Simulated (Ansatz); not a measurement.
# Cu: the cost of one run

Method: DFT PBE, scalar-relativistic, plane waves, PAW, in Ansatz 0.2.0.

2 further runs of the same task are left out: 2 set aside as unsound or not needed.

### 1 The system as given

The structure is cubic, space group Fm-3m (No. 225). Conventional cell: a = 3.630 Å, b = 3.630 Å, c = 3.630 Å, α = 90.00°, β = 90.00°, γ = 90.00°. Cu (site symmetry m-3m) has 12 Cu at 2.57 Å as nearest neighbours.

As a file:

```
Cu
1.0
     0.00000    1.81487    1.81487
     1.81487    0.00000    1.81487
     1.81487    1.81487    0.00000
Cu
1
Direct
  0.00000 0.00000 0.00000
```

It is the result of an earlier relaxation at this level (volume 11.96 Å³/atom; gap on the mesh: none (metal)).

### 2 Building the island of 4 atoms

A (001) slab of 3 planes in a 3×3 cell, the lower planes held; added atoms sit on lattice sites of the next plane. Energies count from bulk atoms, -6625.1751 eV an atom, and the flat slab, -178868.7081 eV.

The cell holds 31 Cu: a = 7.700 Å, b = 7.700 Å, c = 17.445 Å, α = 90.00°, β = 90.00°, γ = 90.00°.

### 3 The relaxation run

File input.yaml:

```yaml
crystal:
  lattice:
    - [7.6998589062, 0.0, 0.0]
    - [0.0, 7.6998589062, 0.0]
    - [0.0, 0.0, 17.4446224467]
  atoms:
    - { symbol: Cu, position: [0.0, 0.0, 0.0859863837] }
    - { symbol: Cu, position: [0.1666666667, 0.1666666667, 0.1900226938] }
    - { symbol: Cu, position: [1.0, 0.3333333333, 0.0859863837] }
    - { symbol: Cu, position: [0.1666666667, 0.5, 0.1900226938] }
    - { symbol: Cu, position: [1.0, 0.6666666667, 0.0859863837] }
    - { symbol: Cu, position: [0.1666666667, 0.8333333333, 0.1900226938] }
    - { symbol: Cu, position: [0.3333333333, 1.0, 0.0859863837] }
    - { symbol: Cu, position: [0.5, 0.1666666667, 0.1900226938] }
    - { symbol: Cu, position: [0.3333333333, 0.3333333333, 0.0859863837] }
    - { symbol: Cu, position: [0.5, 0.5, 0.1900226938] }
    - { symbol: Cu, position: [0.3333333333, 0.6666666667, 0.0859863837] }
    - { symbol: Cu, position: [0.5, 0.8333333333, 0.1900226938] }
    - { symbol: Cu, position: [0.6666666667, 1.0, 0.0859863837] }
    - { symbol: Cu, position: [0.8333333333, 0.1666666667, 0.1900226938] }
    - { symbol: Cu, position: [0.6666666667, 0.3333333333, 0.0859863837] }
    - { symbol: Cu, position: [0.8333333333, 0.5, 0.1900226938] }
    - { symbol: Cu, position: [0.6666666667, 0.6666666667, 0.0859863837] }
    - { symbol: Cu, position: [0.8333333333, 0.8333333333, 0.1900226938] }
    - { symbol: Cu, position: [0.0, 0.0, 0.2940590038] }
    - { symbol: Cu, position: [1.0, 0.3333333333, 0.2940590038] }
    - { symbol: Cu, position: [1.0, 0.6666666667, 0.2940590038] }
    - { symbol: Cu, position: [0.3333333333, 1.0, 0.2940590038] }
    - { symbol: Cu, position: [0.3333333333, 0.3333333333, 0.2940590038] }
    - { symbol: Cu, position: [0.3333333333, 0.6666666667, 0.2940590038] }
    - { symbol: Cu, position: [0.6666666667, 1.0, 0.2940590038] }
    - { symbol: Cu, position: [0.6666666667, 0.3333333333, 0.2940590038] }
    - { symbol: Cu, position: [0.6666666667, 0.6666666667, 0.2940590038] }
    - { symbol: Cu, position: [0.1666666667, 0.1666666667, 0.3980953138] }
    - { symbol: Cu, position: [0.1666666667, 0.8333333333, 0.3980953138] }
    - { symbol: Cu, position: [0.1666666667, 0.5, 0.3980953138] }
    - { symbol: Cu, position: [0.8333333333, 0.1666666667, 0.3980953138] }
basis:
  ecutwfc: 420
kpoints:
  mp_grid: { grid: [5, 5, 1] }
hamiltonian:
  xc: pbe
scf:
  occupations: { method: gaussian, width: 0.1 }
output:
  forces: true
  eigenvalues: true
  populations: true
  write_density: true
  write_potential: true
  elf: true
  volumetric_format: npy
relax:
  adjacent_minimum: "off"
  f_tol: 0.02
  max_steps: 45
  constraints: [{ sites: [0, 2, 4, 6, 8, 10, 12, 14, 16] }]
efield:
  axis: 3
  dipole_correction: true
  ramp_width: 0.04
```

Run with:

```sh
$ ansatz run input.yaml --threads 4 --pin off --max-ram 12288MiB --backend cpu --events-out ev --progress --plain --runs-dir out
```

Q: Estimate wall time and peak memory on 4 threads of Intel Xeon 6975P-C (Granite Rapids), shared host.

About 6.9 min, with a peak of 7.1 GiB.
